A volume and a stiffness come back for five crystals, and the sample names are lost. All five have the rocksalt structure, and the candidates are known. The task is to put the names back, and to know which of them would bear a decision.

Ansatz 0.2.0, all-electron LAPW, PBEsol, scalar-relativistic; basis error 0.5 to 1 meV/atom, Gaussian nuclei, smearing 0.01 to 0.05 eV, k points times cell length 27 to 46 angstrom; no spin; pressures at four or more volumes within 6 % of the given cell, shape and positions held. Rows: space group Fm-3m, sites 4:m-3m 4:m-3m. B0: Birch-Murnaghan fit. Candidates: SrO, HfN, SnSe, TaN, TePb.

```
row  V0, LAPW (Å³/atom)  B0, LAPW (GPa)  dB/dP, LAPW
  A               26.34            55.7          4.3
  B               16.80            93.9          4.5
  C               11.41             284          4.3
  D               33.44            44.8          4.5
  E               10.47             354          4.4
```

V0 is the volume per atom at zero pressure. B0 is the bulk modulus there, the resistance to uniform squeezing. The third result, dB/dP, tells how fast the crystal stiffens under pressure; it varies by only 0.2 over the five rows and can't separate them. That leaves V0 and B0, and B0 falls in every step as V0 grows.

**Start with size.** In rocksalt the volume per atom is the cube of the distance d between neighbouring metal and non-metal atoms. That distance is roughly a sum of two radii. For SrO, rough recalled ionic radii of 1.2 and 1.4 Å give d = 2.6 Å and a volume of 2.6³ ≈ 17.6 Å³ per atom. Row B has 16.8, about 4 % less, and no other row comes near.

The ions of Sr, Sn and Pb are about equally large, so among these three compounds the non-metal sets the volume. Oxygen is the smallest, then selenium, then tellurium. SnSe should therefore be larger than SrO, and TePb (lead telluride) larger still. This makes A the selenide and D the telluride.

**Don't match the rows one at a time.** The radii give SnSe a volume of 32.8 Å³ per atom, which is only about 2 % below row D. Accept that match, and TePb is left with row A, which its own estimate exceeds by 49 %. Ionic radii overestimate both crystals, probably because their bonds are partly covalent and therefore shorter than a contact between ions. The error is similar in both, so the order survives where the single values mislead.

**Then use stiffness.** Rows C and E remain for the two nitrides, and B0 gives a separate reason to set them apart. Picture a crystal of point ions with charges ±Z. The energy of a pair is −M/d + R/dⁿ, where M grows as Z² and the second term is the repulsion between the ions' electron shells. At the equilibrium distance the forces balance, which fixes R, and the curvature of the energy gives B0 = M(n − 1)/(18d⁴). Short distances and high charges make a stiff crystal.

Take row B as the anchor and keep its charge and its exponent n for the others. For row A the law then gives 93.9 × (16.80/26.34)^(4/3) ≈ 52 GPa, close to the computed 55.7. Row D comes out a fifth stiffer than the law allows, so the law is a guide and no more. Rows C and E are 1.8 and 2.0 times as stiff as it predicts. Their small volume alone doesn't explain their stiffness. Within the law, the excess calls for a stronger attraction (a larger M) or a steeper repulsion (a larger n). The strong bonds known from nitrides of early transition metals fit the first, though B0 alone can't tell the two apart.

**The hard pair is HfN and TaN.** The two metals are neighbours in the same row of the periodic table. Tantalum has one more proton and one more d electron, and in this part of the row the added electron still strengthens the bonding, so the atom is smaller. That makes C, the larger crystal, HfN and E TaN. Radii given to two figures barely carry this choice: a change of 0.05 Å in the distance shifts the volume by 7 %, and the rows differ by 9 %. The known order of the two atoms decides, not a volume estimated from radii.

Stiffness points the same way. Row E is 25 % stiffer than row C, and the point-ion law assigns only about half of that to its smaller volume. The rest fits an extra electron in metal d states, which is expected to strengthen the binding between the metal atoms. This is an argument from known chemistry; neither V0 nor B0 shows where the electron goes.

So SrO is sure, the nitrides are sure as a pair, and the selenide and telluride are sure as long as the list of candidates is right. The order within the nitrides is the likely one, with the thinnest support.

The rows with their labels:

```
crystal  space group              given cell  volume of the given cell (Å³/atom)  V0, LAPW (Å³/atom)  B0, LAPW (GPa)  dB/dP, LAPW
    TaN          225     measured cell (COD)                               10.35               10.47             354          4.4
    HfN          225     measured cell (COD)                               11.53               11.41             284          4.3
    SrO          225     measured cell (COD)                               16.97               16.80            93.9          4.5
   SnSe          225  Materials Project cell                               27.28               26.34            55.7          4.3
   TePb          225     measured cell (COD)                               33.60               33.44            44.8          4.5
```

The labels confirm all five assignments. They also bring a second witness for the hard pair: the measured cell of HfN is larger than that of TaN, as in the calculation. For both nitrides the computed V0 lies within about 1 % of the measured cell, far less than the difference between them. The measured samples may depart from the ideal composition or may have been measured under pressure, so the remaining 1 % shouldn't be blamed on the density functional alone. The calculations also leave out spin-orbit coupling, although TaN, HfN and TePb contain heavy atoms. How far it would shift their V0 and B0 wasn't computed here, which is one more reason for caution with the order of the nitrides.

At the measured cell of TaN the calculated crystal is still under a pressure of 4.3 GPa, so V0 lies slightly beyond. Runs at larger volumes reach negative pressures, so V0 is enclosed by computed points and not extrapolated. For each nitride, the pressures of two neighbouring runs lead back to its tabulated B0 when the tabulated dB/dP is used. This shows that the fit is consistent with the runs, but it is no independent test, because the fit itself rests on such pressures. The printed analysis below holds this check beside the estimates from radii and from the point-ion law.

It is tempting to explain the nitrides by ions of charge three, which would raise the point-ion estimate by 9/4. The result is too stiff by 12 % for TaN and by 25 % for HfN, which looks like a fair success. But the same calculations show both nitrides to be metals, whereas SrO has a gap of about 3 eV. In a metal some electrons are shared by the whole crystal, and the point-ion law has no place for them. The rough agreement is therefore no evidence for triply charged ions.

A series of oxides from magnesium to barium would be easier to sort. There the non-metal and the charge stay fixed, the metal ion grows down the group, and the crystals become larger and softer together. The present set mixes metallic nitrides with compounds of other kinds, and there stiffness adds something that size doesn't give: it marks the nitrides as a group apart.

One limit matters for use. These values belong to the rocksalt form, which isn't the most stable form of SnSe or of TaN at ordinary conditions. A sample of either in its stable structure shouldn't be compared with these rows.

In practice, rank all candidates by size before matching any single value, and then look for rows that are much stiffer than their volume suggests. If two candidates differ only by neighbouring metals, as HfN and TaN do, let a chemical analysis settle the name.

The analysis program printed:

```
Volumes from radii:
   row  distance LAPW (A)  sum of radii (A)  V0 (A^3/atom)  V from radii (A^3/atom)  radii too large by (%)  V0 above given cell (%)
   TaN              2.188               2.2          10.47                    10.65                     1.7                    1.159
   HfN              2.251               2.3          11.41                    12.17                   6.635                   -1.041
   SrO              2.561               2.6           16.8                    17.58                   4.619                   -1.002
  SnSe              2.975               3.2          26.34                    32.77                    24.4                   -3.446
  TePb              3.222               3.4          33.44                     39.3                   17.54                  -0.4762
SnSe radii volume against the V0 of TePb, difference in %: -2.01
TePb radii volume against the V0 of SnSe, difference in %: 49.22
volume change of TaN for 0.05 A in the distance, %: 6.857
HfN volume from radii above that of TaN, %: 14.27
HfN V0 above that of TaN, %: 8.978
Stiffness anchored on SrO:
   row  B0 (GPa)  B0 times V0 (GPa A^3/atom)  point ions charge two (GPa)  constant product (GPa)  B0 over point ions  B0 over constant product
   TaN       354                        3706                        176.4                   150.7               2.007                     2.349
   HfN       284                        3240                        157.3                   138.3               1.806                     2.054
   SrO      93.9                        1578                         93.9                    93.9                   1                         1
  SnSe      55.7                        1467                        51.55                   59.89                1.08                      0.93
  TePb      44.8                        1498                         37.5                   47.17               1.195                    0.9497
point ions of charge three, TaN, too stiff by %: 12.11
point ions of charge three, HfN, too stiff by %: 24.61
TaN B0 above that of HfN, %: 24.65
the same from volume alone in the point-ion law, %: 12.15
spread of dB/dP over all rows: 0.2
TaN B0 from two pressures, brought to zero pressure, GPa: 353.8
HfN B0 from two pressures, brought to zero pressure, GPa: 283.8
```
